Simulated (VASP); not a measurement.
Wanted: the native input for a VASP 6.6.1 run.

```
Task                               : single point
Functional                         : HSE06
Potentials or basis                : VASP PAW PBE potentials, release 64 (Be, Te)
Cutoff                             : 520 eV
k mesh                             : 4 × 4 × 4
Occupations                        : fermi-dirac, width 0.02 eV
Spin                               : no spin polarisation
Dipole correction                  : no
Exchange at q = 0                  : truncated
Grid for exact exchange (PRECFOCK) : Normal
Screening parameter                : 0.2079 1/A
Further INCAR settings             : ALGO = Normal; EDIFF = 1e-06; NBANDS = 11
```

The system is BeTe.

```
CELL_PARAMETERS angstrom
0.00000 2.68323 2.68323
2.68323 0.00000 2.68323
2.68323 2.68323 0.00000
ATOMIC_POSITIONS crystal
Be 0.00000 0.00000 0.00000
Te 0.50000 0.50000 0.50000
```

The cell was built by a generator and needn't be a form met in nature.

These files were run (other wordings do the same):

POSCAR

```
BeTe
1.0
    0.0000000000      2.6832298771      2.6832298771
    2.6832298771      0.0000000000      2.6832298771
    2.6832298771      2.6832298771      0.0000000000
Be Te
1 1
Direct
    0.0000000000      0.0000000000      0.0000000000
    0.5000000000      0.5000000000      0.5000000000
```

INCAR.step1

```
ALGO = Normal ; EDIFF = 1E-5
ENCUT = 520 ; GGA = PE
ISIF = 2 ; ISMEAR = -1
LASPH = T ; LCHARG = F
LREAL = F ; LWAVE = T
NBANDS = 11 ; NELM = 60
PREC = Accurate ; SIGMA = 0.02
```

INCAR.step2

```
ALGO = Normal ; EDIFF = 1E-6
ENCUT = 520 ; GGA = PE
HFSCREEN = 0.2079 ; ISIF = 2
ISMEAR = -1 ; ISTART = 1
LASPH = T ; LCHARG = F
LHFCALC = T ; LREAL = F
LWAVE = F ; NBANDS = 11
NELM = 60 ; PREC = Accurate
PRECFOCK = Normal ; SIGMA = 0.02
```

KPOINTS

```
k-points
0
Gamma
  4 4 4
```

Potentials or basis: VASP PAW PBE potentials, release 64 (Be, Te).

Run with:

```sh
$ cat potpaw_PBE.64/Be/POTCAR potpaw_PBE.64/Te/POTCAR > POTCAR
$ cp INCAR.step1 INCAR
$ mpirun -np 1 vasp_std > vasp.out
$ cp INCAR.step2 INCAR
$ mpirun -np 1 vasp_std > vasp.out
```

Results of the run:

The pressure is -0.2 GPa. The band gap on the k mesh is none (metal or under the smearing width).

Caveat: the k mesh is coarse (spacing up to 0.51 Å⁻¹), so the values aren't converged, least of all with exact exchange; the PAW data sets were made with another functional, which shifts forces and pressure a little.

Wall time 120 s on 1 thread of Intel(R) Xeon(R) 6975P-C (Granite Rapids), with other jobs on the host, peak memory 0.26 GiB.
